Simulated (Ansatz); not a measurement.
The system is CuO (Tenorite).

```
Cu O
1.0
     2.34185   -1.71130    0.00000
     2.34185    1.71130    0.00000
    -0.85003    0.00000    5.05787
Cu O
2 2
Cartesian
  0.7459 -0.8557 2.5289
  1.1709 0.8557 0.0000
  1.7043 0.2793 3.7934
  2.1293 -0.2793 1.2645
```

Program: Ansatz 0.2.0. Alike in all runs: potentials or basis Ansatz PAW; no spin polarisation; cell as given; k mesh 10 × 10 × 5.

Question: Order these runs on this cell by their pressure, lowest first.
A. level RPBE; cutoff (eV) 420; smearing fermi-dirac 0.05 eV; points for each segment of the path 14
B. level revPBE; cutoff (eV) 420; smearing fermi-dirac 0.05 eV; points for each segment of the path 14
C. level PBE; cutoff (eV) 420; smearing gaussian 0.026 eV
D. level r2SCAN; cutoff (eV) 500; smearing fermi-dirac 0.05 eV; points for each segment of the path 14

Answer: D (-1.3 GPa), C (5.7 GPa), B (9.8 GPa), A (11.3 GPa).

Caveats: the run has no spin polarisation, though such a crystal can be magnetic; the PAW data sets come from PBE, with cores solved anew for the run's functional, which leaves a small shift of forces and pressure (some runs).
